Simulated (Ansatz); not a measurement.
# TiO2 (P1) in Ansatz: band structure with PBEsol

Aim: the band structure of TiO2 with PBEsol.

All numbers are computed with Ansatz 0.2.0; they aren't measurements. Logs are shortened: lines on timing, memory, paths and dates and some standing lists are left out, and cuts for length are marked.

### 1 The structure

The typed cell holds 9 atoms: a = 2.968 Å, b = 4.708 Å, c = 7.241 Å, α = 88.08°, β = 78.18°, γ = 90.00°.

The cell comes from a database or a generator and needn't be the stable form of this composition.

### 2 Band structure, PBEsol

input.yaml reads:

```yaml
crystal:
  lattice:
    - [2.9682645463, 0.0, 0.0]
    - [0.0002080834, 4.7076067549, 0.0]
    - [1.4835696211, 0.242353462, 7.0834647979]
  atoms:
    - { symbol: Ti, position: [0.00337187, 0.00038881, 0.00070319] }
    - { symbol: Ti, position: [0.34464021, 0.48025965, 0.31695987] }
    - { symbol: Ti, position: [0.66170814, 0.52047436, 0.68449636] }
    - { symbol: O, position: [0.44003816, 0.18543769, 0.1285388] }
    - { symbol: O, position: [0.77792634, 0.29772875, 0.45187807] }
    - { symbol: O, position: [0.10123624, 0.30895342, 0.80624322] }
    - { symbol: O, position: [0.90649721, 0.69183699, 0.19517157] }
    - { symbol: O, position: [0.22940715, 0.70300728, 0.54951473] }
    - { symbol: O, position: [0.56802567, 0.81530006, 0.87282718] }
hamiltonian:
  xc: pbesol
  pseudopotentials: { kind: paw }
kpoints:
  mp_grid: { grid: [9, 6, 4] }
  band_path:
    path:
      - [[0.0, 0.0, 0.5], [0.0, 0.0, 0.0], [0.0, 0.5, 0.0]]
      - [[0.0, 0.5, 0.5], [0.0, 0.0, 0.0], [-0.5, -0.5, -0.5]]
      - [[-0.5, -0.5, 0.0], [0.0, 0.0, 0.0], [-0.5, 0.0, -0.5]]
      - [[-0.5, 0.0, 0.0], [0.0, 0.0, 0.0]]
    npoints: 10
scf:
  occupations: { method: fermi_dirac, width: 0.05 }
  n_extra_bands: 22
output:
  forces: true
  stress: true
  eigenvalues: true
  fatbands: false
  write_density: true
  write_potential: true
  elf: true
  volumetric_format: npy
```

Potentials or basis: Ansatz PAW.

Command:

```sh
ansatz run input.yaml --threads 4 --pin off --max-ram 11264MiB --backend cpu --events-out ev --progress --plain --runs-dir out
```

Standard output:

```text
Warning: RAYON_NUM_THREADS=4 ignored (pool sized by the plan → 4); use --threads N
scf.n_extra_bands = 22 over 36 filled bands (N_el = 72.0): the run solves 58 bands
Engine: ansatz 0.2.0, x86_64-unknown-linux-gnu
Pseudopotentials: kind: paw
Pseudopotential: Ti, paw, valence charge 12, recommended cutoff 420 eV (normal), Ti.paw.azcp
Pseudopotential: O, paw, valence charge 6, recommended cutoff 420 eV (normal), O.paw.azcp
Functional definition: PBEsol
  exchange = pbesol_x
  correlation = pbesol_c
Crystal: 9 atoms, lattice volume = 98.980 Å³
Basis set: ecut = 420 eV, 1911 PW (Γ), exchange–correlation on 40×64×100 points (8 copies of the dense FFT grid, shifted against one another)
Bands: 58, of which v1, the nominal top of the filled ones, is band 36 counted from 1 (35 counted from 0)
Symmetry: 1 space group operations
Space group: P1 (ITA 1), of the structure as read, at distance tolerance 4.6e-5 Å
k-points: 110 of 216 (time reversal used)
Non-local potential: Ti, projectors of the file, l = 0: 3, l = 1: 2, l = 2: 3, l = 3: 1
Non-local potential: O, projectors of the file, l = 0: 2, l = 1: 2, l = 2: 1
PAW form: soft (Blöchl's): semilocal exchange-correlation on the pseudo side does not see the compensation charge
PAW frozen core: Ti, regenerated for the run's functional, and the local potential with it (the file was generated under x = pbe(κ = 0.804, μ = 0.2195149727645171), c = pbe(β = 0.06672455060314922))
PAW frozen core: O, regenerated for the run's functional, and the local potential with it (the file was generated under x = pbe(κ = 0.804, μ = 0.2195149727645171), c = pbe(β = 0.06672455060314922))
PAW one-centre angular grid: Ti, 590 points (default); XC on 64 Gauss nodes
PAW one-centre angular grid: O, 110 points (default); XC on 64 Gauss nodes
Initial density: superposition of atomic densities (neutral atoms: chi_scale 0, normalization atom), corrected by the library's trained network
Initial wavefunctions: pseudopotential atomic-orbital guess
Functional: x = pbesol(κ = 0.804, μ = 0.12345679012345678), c = pbesol(β = 0.046)
SCF iter   1: F=—  HF=-10799.217963 eV  |F-HF|=—  |Δ(HF+E_count)|=         —  Δρ=1.85e-2  dr2=2.93e-1  ethr=1.77e-3  ⟨swp⟩=5.9  Hψ=25666  notcnv=0  defer=492
preconditioner: auto → Resta (q_TF=auto, 2.587 Å⁻¹)  ε∞=4.9  [insulator: Δε(μ)=2.059 eV  Ē_g=13.177 eV  σ=0.050 eV  W_gap=1.00  n_scr=30 (ndim 8)  ℏωp=25.9 eV  f_vac=0.074  D(μ)=0.00/eV (n_scr^D=0)  ε∞_Penn≈4.9]
SCF iter   2: F=—  HF=-10799.176236 eV  |F-HF|=—  |Δ(HF+E_count)|=   4.17e-2  Δρ=1.05e-2  dr2=1.02e-1  ethr=4.07e-4  ⟨swp⟩=2.4  Hψ=10041  notcnv=0  defer=1425
SCF iter   3: F=—  HF=-10799.158331 eV  |F-HF|=—  |Δ(HF+E_count)|=   1.79e-2  Δρ=2.60e-3  dr2=4.94e-3  ethr=1.42e-4  ⟨swp⟩=2.0  Hψ=7904  notcnv=0  defer=1425
SCF iter   4: F=—  HF=-10799.157560 eV  |F-HF|=—  |Δ(HF+E_count)|=   7.71e-4  Δρ=6.44e-4  dr2=3.07e-4  ethr=6.85e-6  ⟨swp⟩=2.0  Hψ=9910  notcnv=0  defer=1425
SCF iter   5: F=—  HF=-10799.157666 eV  |F-HF|=—  |Δ(HF+E_count)|=   1.06e-4  Δρ=5.41e-4  dr2=3.30e-4  ethr=4.27e-7  ⟨swp⟩=2.0  Hψ=8692  notcnv=0  defer=1425
SCF iter   6: F=—  HF=-10799.157614 eV  |F-HF|=—  |Δ(HF+E_count)|=   5.16e-5  Δρ=1.11e-4  dr2=1.17e-5  ethr=4.27e-7  ⟨swp⟩=2.0  Hψ=6881  notcnv=0  defer=1425
SCF iter   7: F=—  HF=-10799.157613 eV  |F-HF|=—  |Δ(HF+E_count)|=   1.55e-6  Δρ=4.62e-5  dr2=2.15e-6  ethr=1.62e-8  ⟨swp⟩=2.0  Hψ=8887  notcnv=0  defer=1425
SCF iter   8: F=—  HF=-10799.157613 eV  |F-HF|=—  |Δ(HF+E_count)|=   2.75e-7  Δρ=2.38e-5  dr2=5.42e-7  ethr=2.99e-9  ⟨swp⟩=2.0  Hψ=6939  notcnv=0  defer=1425
SCF iter   9: F=-10799.157613 eV  HF=-10799.157613 eV  |F-HF|=1.19e-9  |Δ(HF+E_count)|=   3.62e-8  Δρ=4.31e-6  dr2=1.78e-8  ethr=1.39e-10  ⟨swp⟩=13.7  Hψ=43541  notcnv=0
SCF 1 converged in 9 iterations: F = -10799.157613 eV  dr2 = 1.78e-8
NSCF: frozen V_eff on 74 k-points
SCF converged after 9 iterations
Free energy (F): -10799.157613 eV
Harris-Foulkes:  -10799.157613 eV  (|F-HF|=1.19e-9)
Internal energy: -10799.157613 eV  (E = F + TS)
E sigma→0 (E₀):  -10799.157613 eV
Fermi energy:    8.940306 eV
--- Per-component energies (eV) ---
  E_band       = -655.629325
  E_kinetic    = 1863.807298
  E_local      = -5204.416268  (includes V_loc(G=0)·N_el)
  E_nonlocal   = 300.319197
  E_hartree    = 2012.695157
  E_xc         = -729.940567
  E_vxc        = -929.080113  (∫ρ·V_xc dr)
  E_paw        = -3972.619495  (= ΣΔE_a)
  E_vpaw       = -711.665713  (= ΣTr[D̂ρ^β])
  E_aug_tail   = 0.015277  (compensation charges beyond the density's cutoff)
  E_ewald      = -5069.648093
  E_core_change = 0.629880  (= ΣΔE_core)
  E_smearing   = -0.000000  (= −TS)
  E_closure    = 0.000000  (closes the sum)
  Σ components = -10799.157613   (vs F -10799.157613, Δ=0.00e0)
--- Forces (eV/Å), atoms counted from 1 ---
  atom   1  Ti    -0.00063278    -0.00180827     0.00210280
  atom   2  Ti     0.00276164     0.00979565     0.17650863
  atom   3  Ti     0.00075175    -0.00638790    -0.18013634
  atom   4  O     -0.00092646    -0.04842248    -0.02550330
  atom   5  O      0.00794476     0.18077171    -0.04099943
  atom   6  O     -0.00224785     0.00511486    -0.02544548
  atom   7  O      0.00049217    -0.00669402     0.02497608
  atom   8  O     -0.00384161    -0.18179292     0.04221001
  atom   9  O     -0.00430164     0.04942386     0.02628586
  max |Σ_I F_I| component: 1.18e-6 eV/Å
--- Stress (GPa, compression-positive) ---
       -4.092503      -0.017249       0.007369
       -0.017249      -1.633623      -0.210918
        0.007369      -0.210919      -2.823710
  P = ⅓ Tr σ = -2.8499 GPa (-28.499 kbar)
--- Band table (eV; the first three rows and the last of 110) ---
  k-point 0: bands = ["-48.5784", "-48.4392", "-48.4042", "-24.9882", "-24.9848", "-24.9183", "-24.8041", "-24.7868", "-24.7483", "-24.6739", "-24.6554", "-24.6003", "-9.9916", "-9.0094", "-8.9139", "-8.4116", "-8.3752", "-8.0383", "2.7968", "3.0343", "3.3559", "3.4925", "4.1148", "4.2490", "4.5496", "4.5948", "4.6456", "5.1974", "5.7600", "6.1735", "6.2199", "6.9058", "7.3824", "7.4696", "7.5581", "7.7746", "10.0712", "10.4762", "10.6035", "10.7460", "10.9501", "10.9947", "11.2194", "11.5388", "12.4411", "13.0653", "13.8222", "14.3874", "14.4424", "14.6741", "15.4273", "15.5078", "18.4595", "18.8551", "19.4504", "21.8182", "22.0727", "22.9962"]
  k-point 1: bands = ["-48.5784", "-48.4393", "-48.4041", "-25.0128", "-24.9659", "-24.9022", "-24.8042", "-24.8014", "-24.7374", "-24.6808", "-24.6549", "-24.6007", "-9.8966", "-9.2717", "-8.8689", "-8.3783", "-8.2469", "-8.0710", "2.6184", "3.0524", "3.2394", "3.7555", "4.1234", "4.1881", "4.2403", "4.5723", "5.0580", "5.4230", "5.8430", "6.1389", "6.4013", "6.8929", "7.1902", "7.2100", "7.3440", "7.8343", "10.1551", "10.5757", "10.6103", "10.6460", "10.8642", "10.9078", "11.1969", "11.7594", "12.4257", "12.9405", "14.1106", "14.3234", "14.5313", "14.6316", "15.2974", "15.8225", "17.7000", "19.3037", "19.6910", "21.2372", "21.8379", "23.1516"]
  k-point 2: bands = ["-48.5784", "-48.4394", "-48.4041", "-25.0240", "-24.9590", "-24.8861", "-24.8131", "-24.8044", "-24.7299", "-24.6883", "-24.6544", "-24.6010", "-9.6626", "-9.6001", "-8.8719", "-8.3219", "-8.1435", "-8.1269", "2.4533", "3.0678", "3.3816", "3.7156", "3.9664", "4.1326", "4.2319", "4.5501", "5.4463", "5.8514", "6.0623", "6.1392", "6.1943", "6.6515", "6.9364", "6.9886", "7.5443", "7.6777", "10.2047", "10.4696", "10.6376", "10.7822", "10.8111", "10.9810", "10.9995", "11.9656", "12.3592", "12.8789", "14.3567", "14.4199", "14.4583", "14.6554", "15.0799", "16.5437", "16.8025", "19.5056", "20.2724", "20.4266", "21.6594", "23.4866"]
  k-point 109: bands = ["-48.5394", "-48.3858", "-48.3796", "-25.2390", "-25.1056", "-25.0993", "-24.8685", "-24.8593", "-24.7614", "-24.7315", "-24.6971", "-24.6960", "-8.9538", "-8.8676", "-8.6155", "-8.4898", "-8.3538", "-8.2267", "3.1121", "3.2837", "3.6702", "3.7750", "4.0209", "4.2468", "4.3431", "4.6965", "4.9416", "5.5096", "5.7166", "5.8628", "6.0297", "6.1502", "6.3842", "6.4862", "6.7694", "7.0524", "10.3687", "10.4784", "10.9641", "11.1520", "11.2660", "11.3698", "11.4978", "11.7921", "11.9012", "13.2217", "13.2857", "13.8898", "14.1514", "14.8313", "14.9102", "19.4198", "19.6916", "20.6314", "21.4902", "22.0175", "22.4463", "23.2157"]
```

Wall time 9.5 s (4 threads of Intel Xeon Platinum 8559C (Emerald Rapids), shared host); peak memory 0.85 GiB.

What came out:

```
Free energy             : -10799.1576 eV
Pressure                : -2.8 GPa
Largest force           : 0.187 eV/Å
Band gap on the k mesh  : 2.24 eV, indirect (least direct gap 2.30 eV)
Band gap along the path : 2.23 eV, indirect (least direct gap 2.28 eV)
```

Forces in eV/Å, atoms in the order of the input:
```
Ti  -0.001 -0.002  0.002
Ti   0.003  0.010  0.177
Ti   0.001 -0.006 -0.180
O   -0.001 -0.048 -0.026
O    0.008  0.181 -0.041
O   -0.002  0.005 -0.025
O    0.000 -0.007  0.025
O   -0.004 -0.182  0.042
O   -0.004  0.049  0.026
```

Stress tensor (GPa, compression positive):
```
-4.09 -0.02  0.01
-0.02 -1.63 -0.21
 0.01 -0.21 -2.82
```

Levels at the corners of the path, in eV from the valence-band top:
| point | band 33 | band 34 | band 35 | band 36 | band 37 | band 38 | band 39 | band 40 |
| --- | --- | --- | --- | --- | --- | --- | --- | --- |
| X | -0.90 | -0.85 | -0.29 | -0.16 | 2.37 | 2.63 | 2.80 | 2.94 |
| Γ | -0.45 | -0.37 | -0.28 | -0.06 | 2.23 | 2.64 | 2.77 | 2.91 |
| Y | -1.14 | -0.93 | -0.87 | -0.77 | 2.31 | 2.68 | 2.76 | 2.97 |
| L | -0.94 | -0.74 | -0.71 | -0.27 | 2.30 | 2.55 | 2.65 | 2.87 |
| Γ | -0.45 | -0.37 | -0.28 | -0.06 | 2.23 | 2.64 | 2.77 | 2.91 |
| Z | -1.31 | -0.77 | -0.68 | -0.58 | 2.39 | 2.53 | 2.97 | 3.37 |
| N | -1.31 | -0.76 | -0.68 | -0.58 | 2.39 | 2.53 | 2.97 | 3.37 |
| Γ | -0.45 | -0.37 | -0.28 | -0.06 | 2.23 | 2.64 | 2.77 | 2.91 |
| M | -1.59 | -1.31 | -1.18 | -1.05 | 2.52 | 2.60 | 3.21 | 3.34 |
| R | -1.59 | -1.31 | -1.17 | -1.06 | 2.52 | 2.59 | 3.21 | 3.34 |
| Γ | -0.45 | -0.37 | -0.28 | -0.06 | 2.23 | 2.64 | 2.77 | 2.91 |

Caveat: the pressure holds a Pulay correction of +0.8 GPa for the finite cutoff; the PAW data sets come from PBE, with cores solved anew for the run's functional, which leaves a small shift of forces and pressure. As with any semilocal functional, this PBEsol gap is likely too small.
